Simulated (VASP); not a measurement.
# VASP 6.6.1 run: MgS

INCAR

```
IBRION = -1
NELM = 58
ENCUT = 520
ISIF = 2
IMIX = 1
GGA = PE
LREAL = .FALSE.
LWAVE = .FALSE.
AMIX = 1.5
EDIFF = 1E-7
NBANDS = 11
ISMEAR = -1
NSW = 0
PREC = Accurate
LCHARG = .FALSE.
SIGMA = 0.02
BMIX = 0.0001
LASPH = .TRUE.
```

KPOINTS

```
KPOINTS created by Atomic Simulation Environment
0
Gamma
8 8 8
0 0 0
```

POSCAR

```
Mg S
 1.0000000000000000
     0.0000000000000000    2.8308768412283047    2.8308768412283047
     2.8308768412283047    0.0000000000000000    2.8308768412283047
     2.8308768412283047    2.8308768412283047    0.0000000000000000
 Mg  S
   1   1
Cartesian
  0.0000000000000000  0.0000000000000000  0.0000000000000000
  1.4154384206141524  1.4154384206141524  1.4154384206141524
```

The recommended PBE PAW datasets give the neutral cell 8 valence electrons.

Command

```
mpirun -np 1 vasp_std
```

OSZICAR

```
N       E                     dE             d eps       ncg     rms          rms(c)
DAV:   1     0.240010196389E+02    0.24001E+02   -0.32925E+03   654   0.568E+02
DAV:   2    -0.704207745164E+01   -0.31043E+02   -0.29023E+02   798   0.972E+01
DAV:   3    -0.897243468527E+01   -0.19304E+01   -0.19269E+01   772   0.264E+01
DAV:   4    -0.898788931831E+01   -0.15455E-01   -0.15452E-01   774   0.284E+00
DAV:   5    -0.898805695515E+01   -0.16764E-03   -0.16764E-03   778   0.294E-01    0.404E+00
DAV:   6    -0.110019431040E+02   -0.20139E+01   -0.25602E+01   659   0.189E+01    0.929E+00
DAV:   7    -0.206994528748E+02   -0.96975E+01   -0.11475E+02   711   0.409E+01    0.187E+01
DAV:   8    -0.527186582672E+02   -0.32019E+02   -0.45165E+02   641   0.781E+01    0.764E+01
DAV:   9    -0.147790681672E+03   -0.95072E+02   -0.12716E+03   944   0.132E+02    0.117E+02
DAV:  10    -0.349187545752E+03   -0.20140E+03   -0.30937E+03   793   0.232E+02    0.247E+02
...
DAV:  50    -0.957319929101E+03    0.16100E+03   -0.72327E+03  1192   0.264E+02    0.120E+02
DAV:  51    -0.111690248291E+04   -0.15958E+03   -0.10546E+04  1276   0.351E+02    0.120E+02
DAV:  52    -0.954440799428E+03    0.16246E+03   -0.72282E+03  1198   0.263E+02    0.118E+02
DAV:  53    -0.112154431317E+04   -0.16710E+03   -0.10616E+04  1264   0.352E+02    0.117E+02
DAV:  54    -0.960587581037E+03    0.16096E+03   -0.72504E+03  1186   0.263E+02    0.118E+02
DAV:  55    -0.112064071171E+04   -0.16005E+03   -0.10579E+04  1276   0.351E+02    0.125E+02
DAV:  56    -0.955531207022E+03    0.16511E+03   -0.72308E+03  1192   0.262E+02    0.128E+02
DAV:  57    -0.111714340133E+04   -0.16161E+03   -0.10559E+04  1270   0.353E+02    0.130E+02
DAV:  58    -0.950974837086E+03    0.16617E+03   -0.71816E+03  1192   0.261E+02
   1 F= -.95097484E+03 E0= -.95097484E+03  d E =-.328115E-12
```

Standard output (part)

```
POSCAR found type information on POSCAR MgS
 POSCAR found :  2 types and       2 ions
 LDA part: xc-table for (Slater+PW92), standard interpolation
 POSCAR, INCAR and KPOINTS ok, starting setup
 WAVECAR not read
 entering main loop
|     The electronic self-consistency was not achieved in the given           |
|     number of steps (NELM). The forces and other quantities evaluated       |
|     might not be reliable so examine the results carefully. If you find     |
|     spurious results, we suggest increasing NELM, if you were close to      |
|     convergence or switching to a different ALGO or adjusting the           |
|     density mixing parameters otherwise.                                    |
```

It didn't converge.

Problem. Find the fault in these files.

Solution. Mixing far too strong. It didn't converge.
